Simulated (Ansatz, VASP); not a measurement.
C: VASP beside Ansatz

Contents of INCAR:

```
PREC = Accurate
ENCUT = 520
EDIFF = 1E-6
ISMEAR = 0
SIGMA = 0.1
LREAL = Auto
LASPH = True
NELM = 100
ALGO = Normal
ISIF = 2
LWAVE = False
LCHARG = False
LDIPOL = True
IDIPOL = 3
DIPOL = 0.5 0.5 0.500
GGA = PS
NBANDS = 66
```

File KPOINTS:

```
regular mesh
0
Gamma
  1 3 1
```

File POSCAR:

```
C
1.0
    2.4589175859      0.0000000000      0.0000000000
   -1.2294587930     11.1573273866      0.0000000000
    0.0000000000      0.0000000000     26.8128146024
C
24
Direct
    0.9232686225      0.8465372451      0.2797169977
    0.5868345339      0.1736690678      0.2975663154
    0.4253079518      0.8506159036      0.3061360156
    0.0888738632      0.1777477264      0.3239853333
    0.4293398654      0.8586797308      0.3589765315
    0.0929057768      0.1858115535      0.3768258492
    0.9313791947      0.8627583893      0.3853955494
    0.5949451060      0.1898902121      0.4032448671
    0.9354111083      0.8708222165      0.4382360653
    0.5989770196      0.1979540393      0.4560853830
    0.4374504375      0.8749008751      0.4646550832
    0.1010163489      0.2020326978      0.4825044009
    0.4414823511      0.8829647022      0.5174955991
    0.1050482625      0.2100965250      0.5353449168
    0.9435216804      0.8870433608      0.5439146170
    0.6070875918      0.2141751835      0.5617639347
    0.9475535940      0.8951071880      0.5967551329
    0.6111195053      0.2222390107      0.6146044506
    0.4495929232      0.8991858465      0.6231741508
    0.1131588346      0.2263176692      0.6410234685
    0.4536248368      0.9072496737      0.6760146667
    0.1171907482      0.2343814964      0.6938639844
    0.9556641661      0.9113283322      0.7024336846
    0.6192300775      0.2384601550      0.7202830023
```

Input for Ansatz:

```yaml
crystal:
  lattice:
    - [2.4589175859, 0.0, 0.0]
    - [-1.229458793, 11.1573273866, 0.0]
    - [0.0, 0.0, 26.8128146024]
  atoms:
    - { symbol: C, position: [0.9232686225, 0.8465372451, 0.2797169977] }
    - { symbol: C, position: [0.5868345339, 0.1736690678, 0.2975663154] }
    - { symbol: C, position: [0.4253079518, 0.8506159036, 0.3061360156] }
    - { symbol: C, position: [0.0888738632, 0.1777477264, 0.3239853333] }
    - { symbol: C, position: [0.4293398654, 0.8586797308, 0.3589765315] }
    - { symbol: C, position: [0.0929057768, 0.1858115535, 0.3768258492] }
    - { symbol: C, position: [0.9313791947, 0.8627583893, 0.3853955494] }
    - { symbol: C, position: [0.594945106, 0.1898902121, 0.4032448671] }
    - { symbol: C, position: [0.9354111083, 0.8708222165, 0.4382360653] }
    - { symbol: C, position: [0.5989770196, 0.1979540393, 0.456085383] }
    - { symbol: C, position: [0.4374504375, 0.8749008751, 0.4646550832] }
    - { symbol: C, position: [0.1010163489, 0.2020326978, 0.4825044009] }
    - { symbol: C, position: [0.4414823511, 0.8829647022, 0.5174955991] }
    - { symbol: C, position: [0.1050482625, 0.210096525, 0.5353449168] }
    - { symbol: C, position: [0.9435216804, 0.8870433608, 0.543914617] }
    - { symbol: C, position: [0.6070875918, 0.2141751835, 0.5617639347] }
    - { symbol: C, position: [0.947553594, 0.895107188, 0.5967551329] }
    - { symbol: C, position: [0.6111195053, 0.2222390107, 0.6146044506] }
    - { symbol: C, position: [0.4495929232, 0.8991858465, 0.6231741508] }
    - { symbol: C, position: [0.1131588346, 0.2263176692, 0.6410234685] }
    - { symbol: C, position: [0.4536248368, 0.9072496737, 0.6760146667] }
    - { symbol: C, position: [0.1171907482, 0.2343814964, 0.6938639844] }
    - { symbol: C, position: [0.9556641661, 0.9113283322, 0.7024336846] }
    - { symbol: C, position: [0.6192300775, 0.238460155, 0.7202830023] }
basis:
  ecutwfc: 420
kpoints:
  mp_grid: { grid: [1, 3, 1] }
hamiltonian:
  xc: pbesol
scf:
  occupations: { method: gaussian, width: 0.1 }
output:
  forces: true
  stress: true
  eigenvalues: true
efield:
  axis: 3
  dipole_correction: true
  ramp_width: 0.04
```

Alike in both runs: task single point; functional PBEsol; k mesh 1 × 3 × 1; occupations gaussian, width 0.1 eV; no spin polarisation.

|  | VASP | Ansatz |
| --- | --- | --- |
| version | VASP 6.6.1 | Ansatz 0.2.0 |
| potentials or method | VASP PAW PBE potentials, release 64 (C) | scalar-relativistic, plane waves, PAW |
| plane-wave cutoff (eV) | 520 | 420 |
| valence electrons in the cell | 96 | 96 |

Ansatz gave:

| Property | Result |
| --- | --- |
| gap on the k mesh at the Fermi level (eV) | 0.07 |
| least direct gap on the mesh (eV) | 0.07 |
| rms of the force components (eV/Å) | 4.686 |

Question: Estimate VASP's values.

Answer: gap on the k mesh at the Fermi level (eV): 0.07; least direct gap on the mesh (eV): 0.07; rms of the force components (eV/Å): 4.688.

Atom by atom the forces differ by 0.013 eV/Å (rms over components).

Caveats: the PAW data sets were made with another functional, which shifts forces and pressure a little (VASP).
